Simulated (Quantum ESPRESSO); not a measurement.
## MoS2 under changes of volume

One of the cells (31.721 Å³/atom); the others are scaled copies at fixed shape and fractional positions:

```
Mo S
1.0
     3.18454    0.00000    0.00000
    -1.59227    2.75789    0.00000
     0.00000    0.00000   21.67053
Mo S
2 4
Cartesian
  0.0000 1.8386 18.4451
  1.5923 0.9193 3.2254
  1.5923 0.9193 16.8949
  0.0000 1.8386 1.6741
  1.5923 0.9193 19.9965
  0.0000 1.8386 4.7756
```

| Item | Value |
| --- | --- |
| Program | Quantum ESPRESSO 7.5 |
| Functional | LDA |
| Potentials or basis | GBRV 1.5 LDA |
| Cutoff | 612 eV |
| Density cutoff | 4898 eV |
| k mesh | 10 × 10 × 2 |
| Occupations | fermi-dirac, width 0.05 eV |
| Spin | no spin polarisation |

```tsv
volume (Å³/atom)	energy over the lowest point (meV/atom)	gap on the mesh (eV)	largest force (eV/Å)
29.817	4.61	1.45	0.792
30.452	0.00	1.42	0.401
31.086	?	?	?
31.721	12.96	1.36	0.376
32.355	28.98	1.34	0.687
32.990	50.49	1.31	0.974
33.624	76.90	1.28	1.239
```

Question: What does the run at 31.086 Å³/atom give?

Answer: Energy over the lowest point 3.05 meV/atom; gap on the mesh 1.39 eV; largest force 0.040 eV/Å.

Worked out: A Birch-Murnaghan fit of order 3 (a polynomial in V^(-2/3)) to the other rows has its minimum at 30.50 Å³/atom with B0 = V·E''(V) = 92 GPa and B' = 4.4 at fixed shape and positions, which overstates the stiffness. It gives 3.05 meV/atom at 31.086 Å³/atom, against the run's 3.05. A straight line through the other rows of the gap, of slope -1.39 eV per unit of ln V, gives 1.39 eV, against the run's 1.39.

Energies are extrapolated to zero smearing.

A mesh can miss the band edges. Spin-orbit coupling on Mo is left out.
